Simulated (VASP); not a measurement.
Set up this calculation in VASP 6.6.1, as the native input.

- Task: relaxation of cell and atoms
- Functional: PBEsol
- Potentials or basis: VASP PAW PBE potentials, release 64 (Ti_sv, C)
- Cutoff: 600 eV
- k mesh: 14 × 14 × 14
- Occupations: methfessel-paxton, width 0.1 eV
- Spin: no spin polarisation
- Further INCAR settings: ALGO = Normal; EDIFF = 1e-06; IBRION = 2; EDIFFG = -0.01; NSW = 90; ISIF = 3

The structure of TiC lies in POSCAR:

```
TiC
1.0
    0.0000000000      2.1593000000      2.1593000000
    2.1593000000      0.0000000000      2.1593000000
    2.1593000000      2.1593000000      0.0000000000
Ti C
1 1
Direct
    0.0000000000      0.0000000000      0.0000000000
    0.5000000000      0.5000000000      0.5000000000
```

The input as run:

INCAR

```
ALGO = Normal
EDIFF = 1E-6
EDIFFG = -0.01
ENCUT = 600
GGA = PS
IBRION = 2
ISIF = 3
ISMEAR = 1
LASPH = True
LCHARG = False
LREAL = False
LWAVE = False
NELM = 80
NSW = 90
PREC = Accurate
SIGMA = 0.1
```

KPOINTS

```
k-points
0
Gamma
  14 14 14
```

Potentials or basis: VASP PAW PBE potentials, release 64 (Ti_sv, C).

The run is started by

```bash
$ cat potpaw_PBE.64/Ti_sv/POTCAR potpaw_PBE.64/C/POTCAR > POTCAR
$ mpirun -np 1 vasp_std > vasp.out
```

Results of the run:

- Relaxed volume: 9.90 Å³/atom
- Relaxed cell: a = 3.036 Å, b = 3.036 Å, c = 3.036 Å, α = 60.00°, β = 60.00°, γ = 60.00°
- Space group after relaxing (to 0.05 Å): Fm-3m (No. 225)
- Energy gained by relaxing: 2.4 meV/atom
- Ionic steps: 3
- Pressure after relaxing: 0.0 GPa
- Band gap on the k mesh: none (metal or under the smearing width)

Caveat: the PAW data sets were made with another functional, which shifts forces and pressure a little.

Run time: 22 s on 1 thread of Intel(R) Xeon(R) 6975P-C (Granite Rapids), with other jobs on the host, peak memory 0.16 GiB.
